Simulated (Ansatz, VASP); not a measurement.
# Sc2MnSe4 in two plane-wave programs

Wanted: the spread between two codes on one cell, functional and k mesh. The cell is taken from a series of runs on this material, whose earlier steps may have relaxed, scaled, displaced or heated it; both programs get it as it stands.

Method: plane waves, with VASP 6.6.1 beside it; relaxation of cell and atoms at r2SCAN with rVV10, in Ansatz 0.2.0.

**1. The starting structure**

It takes space group Fd-3m (No. 227, cubic). The conventional cell has a = 11.127 Å, b = 11.127 Å, c = 11.127 Å, α = 90.00°, β = 90.00°, γ = 90.00°. Nearest to Sc lie 6 Se at 2.71 Å. Nearest to Mn lie 4 Se at 2.53 Å. Se has 1 Mn at 2.53 Å and 3 Sc at 2.71 Å nearest. Farther neighbours and most contacts between anions are not listed.

**2. Ansatz: relaxation of cell and atoms, r2SCAN with rVV10**

Ansatz runs on its default PAW (the set named soft_2) files.

The relaxed volume is the usual yardstick between codes: in a stiff, nearly cubic crystal its relative difference is about their pressure difference at one cell divided by the bulk modulus.

Contents of input.yaml:

```yaml
crystal:
  lattice:
    - [0.0, 5.5634090067, 5.5634090067]
    - [5.5634090067, 0.0, 5.5634090067]
    - [5.5634090067, 5.5634090067, 0.0]
  atoms:
    - { symbol: Sc, position: [0.125, 0.125, 0.125] }
    - { symbol: Sc, position: [0.625, 0.125, 0.125] }
    - { symbol: Sc, position: [0.125, 0.625, 0.125] }
    - { symbol: Sc, position: [0.125, 0.125, 0.625] }
    - { symbol: Mn, position: [0.5, 0.5, 0.5], spin: 4.0 }
    - { symbol: Mn, position: [0.75, 0.75, 0.75], spin: -4.0 }
    - { symbol: Se, position: [0.36860372, 0.89418883, 0.36860372] }
    - { symbol: Se, position: [0.88139628, 0.88139628, 0.35581117] }
    - { symbol: Se, position: [0.35581117, 0.88139628, 0.88139628] }
    - { symbol: Se, position: [0.88139628, 0.88139628, 0.88139628] }
    - { symbol: Se, position: [0.89418883, 0.36860372, 0.36860372] }
    - { symbol: Se, position: [0.36860372, 0.36860372, 0.36860372] }
    - { symbol: Se, position: [0.36860372, 0.36860372, 0.89418883] }
    - { symbol: Se, position: [0.88139628, 0.35581117, 0.88139628] }
kpoints:
  mp_grid: { grid: [4, 4, 4] }
hamiltonian:
  xc: r2scan
  dispersion: rvv10
scf:
  occupations: { method: gaussian, width: 0.02 }
output:
  forces: true
  stress: true
  eigenvalues: true
  populations: true
magnetization:
  spin_polarized: true
relax:
  adjacent_minimum: "off"
  f_tol: 0.005
  max_steps: 60
  cell: { stress_tol: 0.03 }
```

Launch:

```bash
$ ansatz run input.yaml --threads 8 --pin off --max-ram 16384MiB --backend cpu --events-out ev --progress --plain --runs-dir out
```

Numbers of over 12 decimals in the logs are rounded to 6 here.

Output:

```text
Engine: ansatz 0.2.0, aarch64-unknown-linux-gnu
Pseudopotentials: kind: paw
Pseudopotential: Sc, paw, valence charge 11, recommended cutoff 500 eV (meta_gga), Sc.paw.azcp
Pseudopotential: Mn, paw, valence charge 15, recommended cutoff 500 eV (meta_gga), Mn.paw.azcp
Pseudopotential: Se, paw, valence charge 16, recommended cutoff 500 eV (meta_gga), Se.paw.azcp
Functional definition: r2SCAN+rVV10
  parameter k0 = 0.174
  parameter k1 = 0.065
  parameter a1 = 4.9479
  exchange = r2scan_x(k0 = k0, k1 = k1, a1 = a1)
  correlation = r2scan_c + rvv10(11.95, 0.0093)
Crystal: 14 atoms, lattice volume = 344.392 Å³
Basis set: ecut = 500 eV, 8801 PW (Γ), exchange–correlation on 288×288×288 points (64 copies of the dense FFT grid, shifted against one another)
Bands: 126, of which v1, the nominal top of the filled ones, is band 101 counted from 1 (100 counted from 0)
Symmetry: 24 space group operations
Space group: F-43m (ITA 216), of the structure as read, at distance tolerance 7.0e-5 Å
Magnetic group: BNS 227.130 (UNI 1632), of the structure as read, at distance tolerance 7.0e-5 Å
k-points: 8 of 64 (time reversal used)
Non-local potential: Sc, projectors of the file, l = 0: 3, l = 1: 2, l = 2: 3, l = 3: 1
Non-local potential: Mn, projectors of the file, l = 0: 3, l = 1: 2, l = 2: 3, l = 3: 1
Non-local potential: Se, projectors of the file, l = 0: 2, l = 1: 2, l = 2: 3, l = 3: 1
PAW form: soft (Blöchl's): semilocal exchange-correlation on the pseudo side does not see the compensation charge
rVV10 density: all electrons in the spheres
PAW frozen core: Sc, regenerated for the run's functional (the file was generated under x = pbe(κ = 0.804, μ = 0.219515), c = pbe(β = 0.066725))
PAW frozen core: Mn, regenerated for the run's functional (the file was generated under x = pbe(κ = 0.804, μ = 0.219515), c = pbe(β = 0.066725))
PAW frozen core: Se, regenerated for the run's functional (the file was generated under x = pbe(κ = 0.804, μ = 0.219515), c = pbe(β = 0.066725))
PAW one-centre angular grid: Sc, 590 points (default); XC on 160 Gauss nodes
PAW one-centre angular grid: Mn, 590 points (default); XC on 160 Gauss nodes
PAW one-centre angular grid: Se, 590 points (default); XC on 160 Gauss nodes
Initial density: superposition of atomic densities (chi_scale 0.1, normalization cell, long waves kept (reshape's long-wave potential 0.00 eV rms))
Starting moments: Σ|m| = 8 μB on 2 of 14 sites
Starting magnetic order: antiferromagnet; an inversion exchanges its spin sublattices: spin-degenerate at every k-point
Initial wavefunctions: pseudopotential atomic-orbital guess
Functional: x = r2scan, c = r2scan + rvv10(b = 11.95, C = 0.0093); τ floored in thin density (d = 2e-4 eV/Å³)
SCF iter   1: F=—  HF=-60205.691340 eV  |F-HF|=—  |Δ(HF+E_count)|=         —  Δρ=4.60e-2 (↑4.60e-2 ↓4.60e-2)  dr2=2.38e1  dr2_τ=6.58e-2  dr2_m=1.59e0  M=0.000 μB ∫|m|=9.415 μB  β_m=0.30  ethr=3.10e-3  ⟨swp⟩=5.0  Hψ=6084  notcnv=0  defer=14
Mixer restart at iter 1: flushing history
preconditioner: auto → Resta (q_TF=auto, 2.496 Å⁻¹)  ε∞=7.3  [insulator: Δε(μ)=0.548 eV  Ē_g=6.881 eV  σ=0.020 eV  W_gap=1.00  n_scr=88 (ndim 8)  ℏωp=17.2 eV  f_vac=0.022  D(μ)=0.00/eV (n_scr^D=0)  ε∞_Penn≈7.3]
spin=Collinear: Resta preconditioning applied to the charge; magnetization (m = ρ↑ − ρ↓) channel mixes plain (no charge-response kernel on spin).
SCF iter   2: F=—  HF=-60203.758627 eV  |F-HF|=—  |Δ(HF+E_count)|=    1.93e0  Δρ=2.41e-2 (↑2.41e-2 ↓2.41e-2)  dr2=5.29e0  dr2_τ=4.60e-2  dr2_m=7.82e-1  M=0.000 μB ∫|m|=9.665 μB  β_m=0.30  ethr=3.10e-3  ⟨swp⟩=3.0  Hψ=4130  notcnv=0  defer=298  κ⁻¹=1.0e0(r=1)
SCF iter   3: F=—  HF=-60203.672660 eV  |F-HF|=—  |Δ(HF+E_count)|=   8.60e-2  Δρ=1.10e-2 (↑1.10e-2 ↓1.10e-2)  dr2=9.53e-1  dr2_τ=1.03e-2  dr2_m=1.49e-1  M=0.000 μB ∫|m|=9.782 μB  β_m=0.30  ethr=2.62e-3  ⟨swp⟩=3.1  Hψ=2940  notcnv=0  defer=276  κ⁻¹=2.0e-2(r=2)
SCF iter   4: F=—  HF=-60203.721751 eV  |F-HF|=—  |Δ(HF+E_count)|=   4.91e-2  Δρ=4.42e-3 (↑4.42e-3 ↓4.42e-3)  dr2=2.23e-1  dr2_τ=1.28e-3  dr2_m=5.70e-3  M=0.000 μB ∫|m|=9.872 μB  β_m=0.30  ethr=4.72e-4  ⟨swp⟩=3.2  Hψ=3085  notcnv=0  defer=268  κ⁻¹=5.4e-3(r=3)
SCF iter   5: F=—  HF=-60203.772968 eV  |F-HF|=—  |Δ(HF+E_count)|=         —  Δρ=1.60e-3 (↑1.60e-3 ↓1.60e-3)  dr2=4.16e-2  dr2_τ=2.26e-4  dr2_m=1.53e-3  M=0.000 μB ∫|m|=9.920 μB  β_m=0.30  ethr=1.11e-4  ⟨swp⟩=2.6  Hψ=3840  notcnv=0  defer=276
Mixer restart at iter 5: flushing history
SCF iter   6: F=—  HF=-60203.770251 eV  |F-HF|=—  |Δ(HF+E_count)|=   2.72e-3  Δρ=1.36e-3 (↑1.36e-3 ↓1.36e-3)  dr2=3.16e-2  dr2_τ=1.40e-4  dr2_m=9.15e-4  M=0.000 μB ∫|m|=9.920 μB  β_m=0.30  ethr=2.06e-5  ⟨swp⟩=2.0  Hψ=2168  notcnv=0  defer=286  κ⁻¹=1.0e0(r=1)
[...]
E_local      = -28568.572224  (includes V_loc(G=0)·N_el)
  E_nonlocal   = -3943.936871
  E_hartree    = 13208.864968
  E_xc         = -1397.251164
  E_vxc        = -1736.021342  (∫ρ·V_xc dr)
  E_paw        = -21883.953505  (= ΣΔE_a)
  E_vpaw       = 530.994093  (= ΣTr[D̂ρ^β])
  E_aug_tail   = -0.001681  (compensation charges beyond the density's cutoff)
  E_vtau       = 100.113681  (kinetic-family band-sum trace: ∫τ·v_τ [+ j·A + Jᵃ·Aᵃ] dr)
  E_ewald      = -20203.533589
  E_core_change = -15.638216  (= ΣΔE_core)
  E_smearing   = -0.000000  (= −TS)
  E_closure    = 0.000000  (closes the sum)
  Σ components = -60203.784820   (vs F -60203.784820, Δ=0.00e0)
--- Forces (eV/Å), atoms counted from 1 ---
  atom   1  Sc    -0.00000006    -0.00000006    -0.00000006
  atom   2  Sc    -0.00000006     0.00000006     0.00000006
  atom   3  Sc     0.00000006    -0.00000006     0.00000006
  atom   4  Sc     0.00000006     0.00000006    -0.00000006
  atom   5  Mn    -0.00000000     0.00000000     0.00000000
  atom   6  Mn     0.00000000    -0.00000000    -0.00000000
  atom   7  Se    -0.00168321     0.00168321    -0.00168321
  atom   8  Se     0.00168327     0.00168327    -0.00168327
  atom   9  Se    -0.00168327     0.00168327     0.00168327
  atom  10  Se    -0.00168327    -0.00168327    -0.00168327
  atom  11  Se     0.00168321    -0.00168321    -0.00168321
  atom  12  Se     0.00168321     0.00168321     0.00168321
  atom  13  Se    -0.00168321    -0.00168321     0.00168321
  atom  14  Se     0.00168327    -0.00168327     0.00168327
  max |Σ_I F_I| component: 1.80e-17 eV/Å
--- Stress (GPa, compression-positive) ---
        0.004749      -0.000000      -0.000000
       -0.000000       0.004749      -0.000000
       -0.000000      -0.000000       0.004749
  P = ⅓ Tr σ = 0.0047 GPa (0.047 kbar)
--- Band table (eV; the first three rows and the last of 16) ---
  k-point 0 ↑: bands = [... 97 lower, 6.4599, 7.7032, 7.7032, 7.7032, 8.9834, 9.1633, 9.1633, 10.0607, ... 21 higher]
  k-point 1 ↑: bands = [... 97 lower, 6.6528, 6.9085, 7.5626, 7.5626, 9.3204, 9.4644, 9.4644, 9.9831, ... 21 higher]
  k-point 2 ↑: bands = [... 97 lower, 6.9339, 6.9339, 7.3208, 7.3208, 9.6330, 9.7582, 9.7582, 9.9995, ... 21 higher]
  k-point 7 ↓: bands = [... 97 lower, 6.6236, 6.8357, 6.8585, 6.8730, 9.7529, 9.9120, 9.9450, 9.9771, ... 21 higher]
--- Relaxed structure (4 steps of the walk, 3 accepted, 1 SCFs on fresh bases) ---
  F+E_penalty+E_count = -60203.78482038 eV   max|allowed force component| = 1.683e-3 eV/Å   (the final SCF, on the basis selected at the relaxed cell)
  cell:  # Å, volume = 339.3224 Å³
    - [0, 5.535975, 5.535975]
    - [5.535975, 0, 5.535975]
    - [5.535975, 5.535975, 0]
  atoms:
    - { symbol: Sc, position: [0.125000, 0.125000, 0.125000] }
    - { symbol: Sc, position: [0.625000, 0.125000, 0.125000] }
    - { symbol: Sc, position: [0.125000, 0.625000, 0.125000] }
    - { symbol: Sc, position: [0.125000, 0.125000, 0.625000] }
    - { symbol: Mn, position: [0.5, 0.5, 0.5] }
    - { symbol: Mn, position: [0.75, 0.75, 0.75] }
    - { symbol: Se, position: [0.368772, 0.893683, 0.368772] }
    - { symbol: Se, position: [0.881228, 0.881228, 0.356317] }
    - { symbol: Se, position: [0.356317, 0.881228, 0.881228] }
    - { symbol: Se, position: [0.881228, 0.881228, 0.881228] }
    - { symbol: Se, position: [0.893683, 0.368772, 0.368772] }
    - { symbol: Se, position: [0.368772, 0.368772, 0.368772] }
    - { symbol: Se, position: [0.368772, 0.368772, 0.893683] }
    - { symbol: Se, position: [0.881228, 0.356317, 0.881228] }
--- Löwdin populations: 14 sites ---
  site symbol       q [e]    m [muB]
     0     Sc     10.0744     0.0000
     1     Sc     10.0744     0.0000
     2     Sc     10.0744     0.0000
     3     Sc     10.0744     0.0000
     4     Mn     13.8792     4.6105
     5     Mn     13.8792    -4.6105
     6     Se     16.6745     0.0307
     7     Se     16.6745    -0.0307
     8     Se     16.6745    -0.0307
     9     Se     16.6745    -0.0307
    10     Se     16.6745     0.0307
    11     Se     16.6745     0.0307
    12     Se     16.6745     0.0307
    13     Se     16.6745    -0.0307
  spilling = 0.002714 (of n_electrons = 202.000000)
```

The column dr2 measures how far the density is from self-consistency, as an energy; F and HF (Harris–Foulkes) agree once it is small.

(Part 1 of 3 ends here.)

[Lines on the potential files, build, host, timing and source positions are cut from VASP's logs without a mark.]

[Logs are printed without paths, hosts, clocks, repeated set-up lines and the standing remarks that a program may print on its own settings, such as how far it seeks lower states.]

[Hosts, paths, dates, database ids (printed as entryN), source tags and the programs' standing remarks are cut or masked in the printed files.]
